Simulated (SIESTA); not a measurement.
**CsPbBr3 in SIESTA: the effect of functional**

The system is CsPbBr3.

```
Pb Cs Br
1.0
     5.87000    0.00000    0.00000
     0.00000    5.87000    0.00000
     0.00000    0.00000    5.87000
Pb Cs Br
1 1 3
Direct
  0.50000 0.50000 0.50000
  0.00000 0.00000 0.00000
  0.50000 0.50000 0.00000
  0.50000 0.00000 0.50000
  0.00000 0.50000 0.50000
```

Measurements of this composition are mostly on another form, of space group No. 62.

Alike in all runs:

- Program: SIESTA 5.4.2
- Task: band structure
- Basis: DZP (energy shift 0.003 Ry; two zetas on semicore shells; d shell added on Cs)
- Grid cutoff: 500 Ry
- Energy shift: 0.003 Ry
- k mesh: 5 × 5 × 5
- Occupations: fermi-dirac, width 0.05 eV
- Spin: no spin polarisation

**Question.** One run gave: pressure 3.2 GPa. Which functional did it use?
A. AM05
B. BLYP
C. vdW-DF-cx

**Answer.** B.

| functional | potentials or basis | pressure (GPa) |
| --- | --- | --- |
| AM05 | PseudoDojo 0.4 standard (PBEsol files) | 0.9 |
| BLYP | PseudoDojo 0.4 standard (PBE files) | 3.2 |
| vdW-DF-cx | PseudoDojo 0.4 standard (PBE files) | 0.6 |

Caveats: the potentials were made for another functional, which shifts forces and pressure; the basis of atomic orbitals isn't converged, which shifts pressures, moduli and gaps.

Runs at the PBE level aren't shown here.
